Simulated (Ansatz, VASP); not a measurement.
This is a calculation of SiNi3 for Ansatz 0.2.0.

Contents of input.yaml:

```yaml
crystal:
  lattice:
    - [3.4696939971, 0.0, 0.0]
    - [0.0, 3.4696939971, 0.0]
    - [0.0, 0.0, 3.4696939971]
  atoms:
    - { symbol: Ni, position: [0.5, 0.5, 0.0], spin: 1.0 }
    - { symbol: Ni, position: [0.5, 0.0, 0.5], spin: 1.0 }
    - { symbol: Ni, position: [0.0, 0.5, 0.5], spin: 1.0 }
    - { symbol: Si, position: [0.0, 0.0, 0.0] }
kpoints:
  mp_grid: { grid: [8, 8, 8] }
scf:
  occupations: { method: fermi_dirac, width: 0.05 }
hamiltonian:
  xc: pbesol
  pseudopotentials: { kind: all_electron, lapw: { basis_error: 0.002 } }
magnetization:
  spin_polarized: true
output:
  forces: true
  stress: true
  eigenvalues: true
```

Potentials or basis: all-electron LAPW, scalar-relativistic.

The run is started by

```sh
$ ansatz run input.yaml --threads 4 --pin off --max-ram 12288MiB --backend cpu --events-out ev --progress --plain --runs-dir out
```

Question: Set up the same calculation for VASP 6.6.1. Potentials there: VASP PAW PBE potentials, release 64 (Ni, Si).

Answer: As run (the cutoff follows the program's own potentials):

The input INCAR:

```
  PREC = Accurate
  ENCUT = 520
  EDIFF = 1E-6
  ISMEAR = -1
  SIGMA = 0.05
  LREAL = F
  LASPH = T
  NELM = 150
  ALGO = Fast
  ISIF = 2
  LWAVE = F
  LCHARG = F
  ISPIN = 2
  MAGMOM = 1 1 1 0
  LORBIT = 11
  LMAXMIX = 4
  GGA = PS
  NBANDS = 29
```

File KPOINTS:

```
regular mesh
0
Gamma
  8 8 8
```

File POSCAR:

```
SiNi3
1.0
    3.4696939971      0.0000000000      0.0000000000
    0.0000000000      3.4696939971      0.0000000000
    0.0000000000      0.0000000000      3.4696939971
Ni Si
3 1
Direct
    0.5000000000      0.5000000000      0.0000000000
    0.5000000000      0.0000000000      0.5000000000
    0.0000000000      0.5000000000      0.5000000000
    0.0000000000      0.0000000000      0.0000000000
```

Potentials or basis: VASP PAW PBE potentials, release 64 (Ni, Si).

Command:

```bash
$ cat potpaw_PBE.64/Ni/POTCAR potpaw_PBE.64/Si/POTCAR > POTCAR
$ mpirun -np 1 vasp_std > vasp.out
```

Both were run:

|  | VASP | Ansatz | Ansatz less VASP |
| --- | --- | --- | --- |
| gap on the k mesh at the Fermi level (eV) | none | none | - |
| pressure (GPa) | -1.7 | -1.8 | -0.09 |
| net moment per atom (μB) | 0.00 | 0.00 | 0.000 |

A gap of «none» marks a metal or a gap that the smearing closes. Ansatz ran all-electron here, so the differences hold the error of VASP's frozen core and of both bases.

Caveats: the PAW data sets were made with another functional, which shifts forces and pressure a little (VASP); the starting moments weren't kept (Ansatz).
